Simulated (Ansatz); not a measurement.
Computed with DFT PBE, scalar-relativistic, plane waves, PAW (Ansatz). Settings: cutoff 420 eV, Γ-centred meshes spaced at most about 0.3 Å⁻¹, and about 0.25 Å⁻¹ or finer for metals (2π included), Gaussian smearing. No spin polarisation.

These are static total energies at zero pressure.

Problem. Which of these relaxed structures of In₃SbAs₂ is the lowest in energy?
A.

```
CELL_PARAMETERS angstrom
2.96173 0.00000 0.00000
0.00000 6.00744 0.00000
0.00000 0.00000 8.85074
ATOMIC_POSITIONS crystal
In 0.00000 0.00000 0.50000
In 0.00000 0.00000 0.83391
In 0.00000 0.00000 0.16609
Sb 0.00000 0.50000 0.50000
As 0.00000 0.50000 0.84611
As 0.00000 0.50000 0.15389
```

B.

```
CELL_PARAMETERS angstrom
4.48101 0.00000 0.00000
-2.24050 3.88066 0.00000
0.00000 0.00000 10.99113
ATOMIC_POSITIONS crystal
In 0.00000 0.00000 0.00025
In 0.33333 0.66667 0.67895
In 0.66667 0.33333 0.31995
Sb 0.33333 0.66667 0.41821
As 0.00000 0.00000 0.75587
As 0.66667 0.33333 0.07677
```

C.

```
CELL_PARAMETERS angstrom
6.55596 0.00000 0.00000
0.00000 3.00727 0.00000
-2.77947 0.00000 7.79478
ATOMIC_POSITIONS crystal
In 0.65429 0.00000 0.68629
In 0.34571 0.00000 0.31371
In 0.00000 0.50000 0.00000
Sb 0.00000 0.00000 0.50000
As 0.67127 0.00000 0.15563
As 0.32873 0.00000 0.84437
```

Solution. B. The next of these, C, lies 279 meV/atom higher. Forms: B P3m1; C P2/m; A Pmmm. Counting As or Sb atoms around In (for each partner element, those within 1.25 times its shortest distance or 1.15 times the sum of covalent radii, where it is the nearest in units of that sum or under 1.3; the shortest distance is added where it exceeds 1.18 times the sum of covalent radii; a slash parts the counts of unlike sites): B has In 4; C has In 2/4 from 3.2 Å; A has In 2. C holds Sb–Sb chains (shortest 3.01 Å); A holds Sb–Sb chains (shortest 2.96 Å) (bonds between like non-metal atoms; other contacts aren't counted). All come from invented guesses.

For metals, differences of a few meV/atom aren't resolved. These runs have no spin–orbit coupling, which can matter for Sb. Cells relaxed within their symmetry can be saddle points. Some types were kept out of the candidates beforehand, so the set may lack a known form.
